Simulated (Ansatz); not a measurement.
**How long does this Ansatz run take?**

```yaml
crystal:
  lattice:
    - [3.7923619252, 0.0, 0.0]
    - [-1.8961809626, 3.2842817676, 0.0]
    - [0.0, 0.0, 24.8326029929]
  atoms:
    - { symbol: Zn, position: [0.3333333333, 0.6666666667, 0.12511841] }
    - { symbol: Zn, position: [0.0, 0.0, 0.00015897] }
    - { symbol: Zn, position: [0.6666666667, 0.3333333333, 0.62504747] }
    - { symbol: Zn, position: [0.6666666667, 0.3333333333, 0.8751387] }
    - { symbol: Zn, position: [0.0, 0.0, 0.75002227] }
    - { symbol: Zn, position: [0.3333333333, 0.6666666667, 0.50007816] }
    - { symbol: Zn, position: [0.0, 0.0, 0.37508794] }
    - { symbol: Zn, position: [0.6666666667, 0.3333333333, 0.25012849] }
    - { symbol: S, position: [0.6666666667, 0.3333333333, 0.34372199] }
    - { symbol: S, position: [0.6666666667, 0.3333333333, 0.71858116] }
    - { symbol: S, position: [0.3333333333, 0.6666666667, 0.21873405] }
    - { symbol: S, position: [0.0, 0.0, 0.84367239] }
    - { symbol: S, position: [0.6666666667, 0.3333333333, 0.96881275] }
    - { symbol: S, position: [0.0, 0.0, 0.09372606] }
    - { symbol: S, position: [0.3333333333, 0.6666666667, 0.59368598] }
    - { symbol: S, position: [0.0, 0.0, 0.46868621] }
kpoints:
  mp_grid: { grid: [8, 8, 2] }
scf:
  occupations: { method: fermi_dirac, width: 0.02 }
hamiltonian:
  xc: pbe
  pseudopotentials: { kind: paw }
output:
  forces: true
  stress: true
  populations: true
  efg:
    quadrupole_moments_barn: { Zn: 0.122, S: -0.0694 }
    contact_densities: true
  write_density: true
  write_potential: true
  elf: true
  volumetric_format: npy
```

```sh
ansatz run input.yaml --threads 1 --pin off --max-ram 3072MiB --backend cpu --events-out ev --progress --plain --runs-dir out
```

It runs on 1 thread of Arm Neoverse V1 (aarch64; 8 cores open to the job, memory cap 3.0 GiB, no GPU), a shared host with a load of 0.3 a core.

(1) How much time and memory should be set aside?

Results:

(1) About 1.8 min of wall time (1.8 min of CPU time) and 0.71 GiB. The run holds 144 valence electrons in 88 bands, about 6083 plane waves a k-point and 20 irreducible k-points, and took 8 SCF iterations. Times on a shared host vary by tens of per cent.
